**Question.** I tested the plane-wave cutoff for WS₂ with PBEsol at fixed atoms. The energy settles smoothly, but the other quantities confuse me. The force error is larger at 200 eV than at 150 eV, the pressure error changes sign twice, and the gap is worse at 250 eV than at 200 eV. And how can the energy be wrong by 7 eV an atom while the gap is off by only a tenth of an eV? Is something broken?

Errors from the plane-wave cutoff for WS2 at fixed atoms (9-atom cell, P3m1, a = 3.183 Å, c = 28.532 Å), relative to 850 eV. Ansatz 0.2.0, PBEsol with PAW, scalar-relativistic, no spin polarisation, 12×12×1 k mesh, Gaussian smearing of 0.02 eV. The density cutoff is four times the wave cutoff, and pressure is positive in compression.

```tsv
wave cutoff (eV)	energy less reference (meV/atom)	pressure less reference (GPa)	largest force change (eV/Å)	plane waves at gamma	gap on mesh (eV)
150	7290	0.74	0.132	1059	1.209
200	1490	-0.862	0.168	1649	1.312
250	238	0.278	0.0793	2179	1.302
300	25.7	0.118	0.0194	3003	1.319
350	2.92	0.016	0.00289	3699	1.321
380	1.31	0.011	0.00176	4159	1.321
420	0.685	0.006	0.00088	4931	1.321
460	0.389	0.003	0.00058	5691	1.321
520	0.188	0.002	0.00033	6665	1.321
600	0.069	0.001	0.00013	8357	1.321
700	0.021	0	7.00e-05	10431	1.321
```

**Answer.** Nothing in these numbers looks broken. The total energy has to converge from one side, whereas forces, pressure and gap are slopes and differences, which don't.

A higher cutoff adds shorter waves to the set and keeps the old ones. The electrons can still take any shape they had before, so the best energy can only fall, apart from small effects of the density grid, which is refined at the same time. The energy column does fall in every row.

To see where the missing energy sits, take a limiting case. Suppose the waves failed only close to the nuclei, where the orbitals vary fastest, and failed there in the same way wherever the atoms stood. The energy would then be wrong by a constant, and the forces would be exact. Your 150 eV row behaves much as this limit would, though that alone doesn't prove where the error sits. The nine atoms together are wrong by 65.6 eV, yet the largest force change is 0.132 eV/Å, so moving that atom by 0.1 Å would alter the error by only about 0.013 eV.

The gap survives for a related reason. At 150 eV the energy error averages 841 meV per electron, but neither band edge moves by more than 60 meV. That hints that the error sits mainly in more compact orbitals, perhaps the 5s and 5p shells of tungsten, which this calculation treats as valence. The hint is weaker from 250 to 350 eV, where an edge moves by up to about half the average error, and the outputs don't split the error by orbital.

What remains in the forces is the slope of the energy error as an atom moves. The error itself must shrink as waves are added, but its slope may have either sign. On one sulfur atom the force is wrong by +0.12 eV/Å at 150 eV, by −0.17 at 200 eV and by +0.08 at 250 eV. The first error happens to cancel nearly the whole force, so at 150 eV this atom looks relaxed when it isn't.

The pressure hides a similar accident, because it averages over directions. At 150 eV it is 1.3 GPa too high in the plane and 0.4 GPa too low along $c$, and the two partly cancel. At 200 eV both are too low, so the average looks worse. In the gap, both band edges shift down at 200 eV, while at 250 eV they move towards each other and their errors add. Why each sign comes out as it does can't be read from these data.

Pressure has a further weakness, which your program has already treated. If the cell expands with a fixed set of waves, every wave is stretched and the effective cutoff $E_c$ drops as $V^{-2/3}$, where $V$ is the volume per atom. The energy $E$ per atom then rises for no physical reason, and the pressure comes out too low by

$$\Delta P=\frac{2}{3}\,\frac{E_c}{V}\left|\frac{dE}{dE_c}\right| .$$

Between 250 and 300 eV the energy error falls from 238 to 25.7 meV per atom, a slope of 0.0042 eV per eV. With $E_c=275$ eV and $V=27.8$ Å$^3$ this gives 0.028 eV/Å$^3$, or roughly 4 GPa. The pressures in the table are corrected for this effect, and their errors at those two cutoffs are below 0.3 GPa. The uncorrected pressure isn't printed, so the estimate shows only the order of magnitude. Nor do the outputs tell how much of the remaining error comes from the correction itself.

Convergence also slows down. From 250 to 350 eV each extra 50 eV cuts the energy error about ninefold, but beyond 420 eV only about twofold. The likely reason is the PAW method, which replaces the true orbitals near the nuclei by smooth ones. These need few waves beyond a certain fineness, and after that only a weak tail is left. Part of the tail may also come from the density grid, which grows finer in step with the cutoff. Chasing the tail is expensive: going from 350 to 700 eV takes 2.8 times as many plane waves and removes about 3 meV per atom. The output below lists the signed errors row by row.

In practice, converge the quantity you need, and trust a cutoff only if the next higher ones agree with it. Here the gap is within about 2 meV of its 850 eV value from 300 eV upward, while the energy error first drops below 1 meV per atom in the 420 eV row, which is also the first without the program's low-cutoff warning. That settles the basis, not the physical gap. The computed gap still lacks spin–orbit coupling, carries the error of the functional and may miss band edges that lie between the points of the k mesh.

The analysis program printed:

```
Energy error and band edges against 850 eV:
  row  energy error falls by this factor per 50 eV since row before  energy error per electron (meV)  valence edge shift (meV)  conduction edge shift (meV)  gap error (meV)
  150                                                           n/a                            841.2                     59.06                        -52.6           -111.7
  200                                                         4.893                            171.9                    -1.311                       -9.811             -8.5
  250                                                         6.261                            27.46                     5.805                       -12.69            -18.5
  300                                                         9.261                            2.965                     1.392                       -0.691           -2.083
  350                                                         8.801                           0.3369                     0.057                        0.181            0.124
  380                                                         3.804                           0.1512                     0.038                        0.002           -0.036
  420                                                         2.249                          0.07904                         0                        0.012            0.012
  460                                                         2.029                          0.04488                     0.008                       -0.013           -0.021
  520                                                         1.833                          0.02169                     0.073                        0.023            -0.05
  600                                                         1.871                         0.007962                     0.027                        0.033            0.006
  700                                                         1.813                         0.002423                     0.018                       -0.025           -0.043
Pressure and force against 850 eV:
  row  in-plane pressure error (GPa)  pressure error along c (GPa)  estimated uncorrected deficit since row before (GPa)  signed force change on first S (eV/A)  part of cell energy error altered by moving one atom 0.1 A (%)
  150                          1.303                       -0.3871                                                   n/a                                 0.1201                                                         0.02012
  200                        -0.7406                        -1.107                                                 77.95                                -0.1674                                                          0.1253
  250                         0.1862                        0.4612                                                 21.63                                0.07927                                                          0.3702
  300                         0.1206                        0.1132                                                 4.484                                0.01936                                                          0.8387
  350                        0.01523                       0.01634                                                0.5686                                0.00283                                                             1.1
  380                        0.01155                       0.01026                                               0.07522                                0.00172                                                           1.493
  420                       0.006308                       0.00499                                                 0.024                                0.00085                                                           1.427
  460                       0.003421                       0.00278                                                0.0125                                0.00051                                                           1.657
  520                       0.001838                       0.00148                                              0.006303                                0.00027                                                            1.95
  600                       0.000891                       0.00077                                              0.003199                                0.00011                                                           2.093
  700                       0.000151                        0.0002                                              0.001198                                  1e-05                                                           3.704
Energy error of the whole cell at 150 eV (eV): 65.61
Energy error of the whole cell at 350 eV (eV): 0.02628
Lowest cutoff in the table with energy error below 1 meV/atom (eV): 420
Plane waves at 300 eV over those at 150 eV: 2.836
Plane waves at 600 eV over those at 300 eV: 2.783
Plane waves at 700 eV over those at 350 eV: 2.82
Growth expected for a doubled cutoff, 2 to the power 1.5: 2.828
```
